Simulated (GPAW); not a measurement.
Wanted: an ASE script for a GPAW 26.7.0 run.

```yaml
Task: single point
Functional: TB-mBJ
Potentials_or_basis: GPAW PAW data sets for LDA (gpaw-data 1.2.1)
Cutoff: 600 eV
Basis: pw
k_mesh: 6 × 6 × 4
Occupations: fermi-dirac, width 0.05 eV
Spin: no spin polarisation
Maxiter: 150
```

The system is TePt.

```
Pt Te
1.0
     4.26288    0.00000    0.00000
    -2.13144    3.69176    0.00000
     0.00000    0.00000    5.66177
Pt Te
2 2
Direct
  0.00000 0.00000 0.00000
  0.00000 0.00000 0.50000
  0.33333 0.66667 0.25000
  0.66667 0.33333 0.75000
```

Measurements of this composition are mostly on another form, of space group No. 166.

These files were run (other wordings do the same):

run.py

```python
from ase import Atoms
from ase.dft.bandgap import bandgap
from ase.io import write
from gpaw import GPAW, PW

atoms = Atoms(['Pt', 'Pt', 'Te', 'Te'],
              cell=[[4.2628798384, 0.0, 0.0],
                    [-2.1314399192, 3.6917622333, 0.0],
                    [0.0, 0.0, 5.661771]],
              scaled_positions=[[0.0, 0.0, 0.0],
                                [0.0, 0.0, 0.5],
                                [0.3333333333, 0.6666666667, 0.25],
                                [0.6666666667, 0.3333333333, 0.75]],
              pbc=True)

calc = GPAW(mode=PW(600),
            xc='TB09',
            kpts={'size': (6, 6, 4), 'gamma': True},
            occupations={'name': 'fermi-dirac', 'width': 0.05},
            nbands=39,
            convergence={'density': 1e-05, 'energy': 1e-05},
            eigensolver='cg',
            maxiter=150,
            txt='gpaw.txt')
atoms.calc = calc
energy = atoms.get_potential_energy()
calc.write('gs.gpw')
write('result.traj', atoms)
print('Fermi level:', round(calc.get_fermi_level(), 4), 'eV')
print(f'Gap: {bandgap(calc)[0]:.4f} eV, direct: {bandgap(calc, direct=True)[0]:.4f} eV')
```

Potentials or basis: GPAW PAW data sets for LDA (gpaw-data 1.2.1), pw.

Launch:

```console
$ OMP_NUM_THREADS=1 python run.py
```

It gave:

```
Band gap on the k mesh : none (metal or under the smearing width)
```

Caveat: a model potential gives levels but no total energy.

Run time: 2.6 min on 1 thread of Arm Neoverse V2 (shared host), peak memory 0.38 GiB.
